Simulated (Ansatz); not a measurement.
BaTiO3:

```
Ba Ti O
1.0
     4.53388   -2.93796   -2.84449
    -4.17915   -2.17324    2.57872
    -4.67624    2.67138   -2.77803
Ba Ti O
2 2 6
Direct
  0.99294 0.49864 0.49912
  0.99812 0.99664 0.00014
  0.49527 0.25090 0.73929
  0.49333 0.75158 0.24081
  0.51082 0.50216 0.01063
  0.51041 0.00231 0.50870
  0.49548 0.49574 0.49913
  0.49557 0.99266 0.99920
  0.01119 0.00687 0.50887
  0.00442 0.50250 0.00167
```

Program: Ansatz 0.2.0. Alike in all runs: potentials or basis Ansatz PAW; cell as given; smearing fermi-dirac 0.05 eV.

Problem. Order these runs on this cell by their pressure, lowest first.
A. level PBE; spin off; k mesh 9 × 9 × 8; cutoff (eV) 420
B. level PBEsol; spin SOC, no magnetisation; k mesh 7 × 7 × 6; cutoff (eV) 420; points for each segment of the path 10
C. level r2SCAN; spin off; k mesh 7 × 7 × 6; cutoff (eV) 500; points for each segment of the path 10

Solution. B (8.1 GPa), C (11.6 GPa), A (14.6 GPa).

Caveats: the PAW data sets come from PBE, with cores solved anew for the run's functional, which leaves a small shift of forces and pressure (some runs).
